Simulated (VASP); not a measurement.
A run of VASP 6.6.1 is set up as follows.

File INCAR:

```
SYSTEM = Mg12O
PREC = Accurate ; ENCUT = 520
EDIFF = 1E-6 ; ISMEAR = -1
SIGMA = 0.15 ; LREAL = .FALSE.
LASPH = .TRUE. ; NELM = 100
ALGO = Normal ; ISIF = 2
LWAVE = .FALSE. ; LCHARG = .FALSE.
GGA = PE ; NBANDS = 27
```

File KPOINTS:

```
regular mesh
0
G
  3 2 3
  0 0 0
```

The input POSCAR:

```
Mg12O
1.0
    6.4200000000      0.0000000000      0.0000000000
   -4.8150000000      8.3398250000      0.0000000000
    0.0000000000      0.0000000000      5.2130400000
Mg O
12 1
Direct
    0.0066569853      0.0061700043      0.0089097700
    0.1695786151      0.2220391829      0.5061292601
   -0.0005211065      0.3288288095     -0.0005468489
    0.1729119588      0.5625515653      0.5025015596
    0.0081024438      0.6686329467     -0.0082360447
    0.1716643650      0.8860597774      0.5041819688
    0.4933463531     -0.0069540874     -0.0017781504
    0.6666712737      0.2258158858      0.5024972004
    0.4965999193      0.3332074688     -0.0061963818
    0.6586326458      0.5485433793      0.4898675207
    0.4947122962      0.6694009048     -0.0047446166
    0.6588331544      0.8869303872      0.5074131650
    0.3291465960      0.7746550755      0.7491608977
```

Potentials or basis: VASP PAW PBE potentials, release 64 (Mg, O).

Command:

```bash
$ cat potpaw_PBE.64/Mg/POTCAR potpaw_PBE.64/O/POTCAR > POTCAR
$ mpirun -np 1 vasp_std > vasp.out
```

**Question.** Predict the largest force.

**Answer.** 0.067 eV/Å.

**Question.** Predict the pressure.

**Answer.** -0.9 GPa.

**Question.** Estimate the band gap on the k mesh.

**Answer.** None (metal or under the smearing width).

Forces on the atoms (eV/Å):
```
Mg   0.000 -0.003 -0.007
Mg  -0.001 -0.005  0.007
Mg   0.000  0.006 -0.006
Mg   0.000 -0.027  0.013
Mg  -0.015 -0.019 -0.011
Mg  -0.007  0.006  0.022
Mg  -0.003 -0.011 -0.042
Mg  -0.001 -0.002  0.004
Mg   0.001  0.003 -0.007
Mg   0.002  0.006  0.008
Mg   0.007 -0.014 -0.021
Mg  -0.011  0.000  0.031
O    0.027  0.061  0.008
```

Caveat: the k mesh is coarse (spacing up to 0.40 Å⁻¹), so the values aren't converged.
